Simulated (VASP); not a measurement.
GaP:

```xyz
2
Lattice="0.0000 2.7252 2.7252 2.7252 0.0000 2.7252 2.7252 2.7252 0.0000" Properties=species:S:1:pos:R:3 pbc="T T T"
Ga    0.0000    0.0000    0.0000
P     4.0879    4.0879    4.0879
```

| Property | Result |
| --- | --- |
| Program | VASP 6.6.1 |
| Task | relaxation of cell and atoms |
| Functional | PW91 |
| Potentials or basis | VASP PAW PBE potentials, release 64 (Ga_d, P) |
| Cutoff | 600 eV |
| k mesh | 8 × 8 × 8 |
| Occupations | fermi-dirac, width 0.05 eV |
| Spin | no spin polarisation |

At the start: pressure 2.4 GPa; volume 20.24 Å³/atom.

Problem. How do energy, volume and symmetry change on relaxing?

Solution. Over 3 steps the energy falls by 4.4 meV/atom and the volume is 20.85 Å³/atom (+3.0 %); space group F-43m (No. 216, to 0.05 Å).

The path:
```
step  energy change (eV)  largest force (eV/Å)  pressure (GPa)  volume (Å³)
   1              0.0000                0.0000            2.35        40.48
   2             -0.0070                0.0000           -0.87        42.25
   3             -0.0088                0.0000            0.00        41.69
```

Final structure:
```
Ga P
1.0
     0.00000    2.75221    2.75221
     2.75221    0.00000    2.75221
     2.75221    2.75221    0.00000
Ga P
1 1
Cartesian
  0.0000 0.0000 0.0000
  4.1283 4.1283 4.1283
```

Caveat: the PAW data sets were made with another functional, which shifts forces and pressure a little.
